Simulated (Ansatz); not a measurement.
**C under changes of volume**

One of the cells (5.672 Å³/atom); the others are scaled copies at fixed shape and fractional positions:

```
C
1.0
     0.00000    1.78337    1.78337
     1.78337    0.00000    1.78337
     1.78337    1.78337    0.00000
C
2
Cartesian
  2.6751 2.6751 2.6751
  1.7834 1.7834 1.7834
```

This isn't the form of C at room conditions, which is graphite.

- Program: Ansatz 0.2.0
- Functional: HISS
- Potentials or basis: Ansatz PAW
- Cutoff: 420 eV (not typed: the program's choice for these potentials)
- k mesh: 7 × 7 × 7
- Occupations: fermi-dirac, width 0.05 eV
- Spin: no spin polarisation

| volume (Å³/atom) | energy over the lowest point (meV/atom) | pressure (GPa) | gap on the mesh (eV) |
| --- | --- | --- | --- |
| 5.332 | 6.81 | 15.3 | 6.30 |
| 5.445 | 0.00 | 4.2 | 6.24 |
| 5.558 | 0.57 | -6.0 | 6.19 |
| 5.672 | 8.15 | -15.2 | 6.13 |
| 5.785 | ? | ? | ? |
| 5.899 | 41.50 | -31.3 | 6.03 |
| 6.012 | 66.23 | -38.3 | 5.98 |

Question: What does the run at 5.785 Å³/atom give?

Answer: Energy over the lowest point 22.02 meV/atom; pressure -23.6 GPa; gap on the mesh 6.08 eV.

Worked out: A Birch-Murnaghan fit of order 3 (a polynomial in V^(-2/3)) to the other rows has its minimum at 5.49 Å³/atom with B0 = V·E''(V) = 495 GPa and B' = 3.3. It gives 21.86 meV/atom at 5.785 Å³/atom, against the run's 22.02, and -dE/dV = -23.6 GPa, against -23.6. A straight line through the other rows of the gap, of slope -2.66 eV per unit of ln V, gives 6.08 eV, against the run's 6.08.

Energies are extrapolated to zero smearing.

Caveats: all runs use coarse meshes; odd divisions of the mesh miss points on the zone boundary, where band edges often lie, so the gap on the mesh can be too wide; the PAW data sets come from PBE, with cores solved anew for the run's functional, which leaves a small shift of forces and pressure; the thresholds are loose for stress.

A mesh can miss the band edges.
